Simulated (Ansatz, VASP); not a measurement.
# Ru in VASP and in Ansatz

Contents of INCAR:

```
ALGO = Normal
EDIFF = 1E-7
EDIFFG = -0.01
ENCUT = 600
GGA = PS
IBRION = 2
ISIF = 3
ISMEAR = -1
LASPH = T
LCHARG = F
LREAL = F
LWAVE = F
NELM = 80
NSW = 80
PREC = Accurate
SIGMA = 0.1
```

KPOINTS

```
k-points
0
Gamma
  14 14 14
```

File POSCAR:

```
Ru
1.0
    0.0000000000      1.8924348942      1.8924348942
    1.8924348942      0.0000000000      1.8924348942
    1.8924348942      1.8924348942      0.0000000000
Ru
1
Direct
    0.0000000000      0.0000000000      0.0000000000
```

Input for Ansatz:

```yaml
crystal:
  lattice:
    - [0.0, 1.8924348942, 1.8924348942]
    - [1.8924348942, 0.0, 1.8924348942]
    - [1.8924348942, 1.8924348942, 0.0]
  atoms:
    - { symbol: Ru, position: [0.0, 0.0, 0.0] }
hamiltonian:
  xc: pbesol
  pseudopotentials:
    kind: paw
    azcp:
      Ru: "pseudopotentials/Ru.paw.azcp"
basis:
  ecutwfc: 420
  fft_grid_basis: typed
kpoints:
  mp_grid: { grid: [14, 14, 14], shift: [0, 0, 0] }
magnetization:
  spin_polarized: false
scf:
  occupations: { method: fermi_dirac, width: 0.1 }
relax:
  max_steps: 60
  f_tol: 0.01
  cell: {}
```

The cell was built by a generator and needn't be a form met in nature.

Alike in both runs: task relaxation of cell and atoms; functional PBEsol; k mesh 14 × 14 × 14; occupations fermi-dirac, width 0.1 eV; no spin polarisation.

|  | VASP | Ansatz |
| --- | --- | --- |
| version | VASP 6.6.1 | Ansatz 0.2.0 |
| potentials or method | VASP PAW PBE potentials, release 64 (Ru_pv) | plane waves (420 eV) with PAW, scalar-relativistic |
| plane-wave cutoff (eV) | 600 | 420 |
| valence electrons in the cell | 14 | 16 |

|  | VASP | Ansatz | Ansatz less VASP |
| --- | --- | --- | --- |
| relaxed volume (Å³/atom) | 13.39 | 13.40 | +0.001 |
| relaxed cell length with the largest relative difference (Å) | 2.666 | 2.666 | +0.0001 |
| energy change over the relaxation (meV/atom) | -2 | -2 | +0.1 |

The two sets of potentials don't hold the same shells in valence. Ansatz warned: «pseudo_functional_mismatch».

Caveats: the PAW data sets were made with another functional, which shifts forces and pressure a little (VASP).
